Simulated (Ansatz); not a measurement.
FeO: single point with PBE

Crystal: FeO.

```
CELL_PARAMETERS angstrom
2.61247 0.00000 0.00000
0.00000 2.61247 0.00000
0.00000 0.00000 2.61247
ATOMIC_POSITIONS crystal
Fe 0.00000 0.00000 0.00000
O 0.50000 0.50000 0.50000
```

The cell comes from a database or a generator and needn't be the stable form of this composition.

```
Program             : Ansatz 0.2.0
Task                : single point
Functional          : PBE
Potentials or basis : Ansatz PAW
Cutoff              : 420 eV (not typed: the program's choice for these potentials)
k mesh              : 10 × 10 × 10
Occupations         : fermi-dirac, width 0.05 eV
Spin                : collinear spin, ferromagnetic start
Starting moments    : [3.0, 0.0] μB
```

| Quantity | Value |
| --- | --- |
| Pressure | 9.3 GPa |
| Band gap on the k mesh | none (metal or under the smearing width) |
| Net moment | 4.00 μB per cell |
| Absolute moment | 4.00 μB per cell |
| Site moments | Fe +3.44; O +0.40 μB |

Levels at points of the mesh, in eV from the Fermi level:
Spin up:
```
              k point  band 11  band 12  band 13  band 14  band 15  band 16
   (0.00, 0.00, 0.00)    -2.53    -2.53    -2.53     0.68    15.29    15.29
  (0.00, 0.00, -0.50)    -1.54    -0.25    -0.25     6.01     8.23    15.68
 (0.00, -0.50, -0.50)    -3.19    -2.03    -1.48     5.96    11.08    11.08
(-0.50, -0.50, -0.50)    -0.18    -0.18    -0.18     6.60     6.60     6.60
```
Spin down:
| k point | band 7 | band 8 | band 9 | band 10 | band 11 | band 12 |
| --- | --- | --- | --- | --- | --- | --- |
| (0.00, 0.00, 0.00) | -2.27 | -2.27 | -2.14 | -2.14 | 1.63 | 1.63 |
| (0.00, 0.00, -0.50) | -2.98 | -2.98 | -1.60 | 1.37 | 1.76 | 2.63 |
| (0.00, -0.50, -0.50) | -5.90 | -1.68 | -1.33 | 0.40 | 0.73 | 0.73 |
| (-0.50, -0.50, -0.50) | -6.37 | -6.37 | 1.82 | 1.82 | 3.03 | 3.03 |

Run time: 2.6 s on 2 threads of Arm Neoverse V1, on a shared host, peak memory 0.3 GiB.

Caveat: the pressure holds a Pulay correction of +0.8 GPa for the finite cutoff; a cell with one magnetic atom can't hold antiferromagnetic order, which such compounds often take; semilocal functionals often make such compounds metallic where correlation or magnetic order opens a gap, which also shifts bond lengths. With open d or f shells a metallic result of PBE can be an artefact of self-interaction; +U or a hybrid may open a gap.
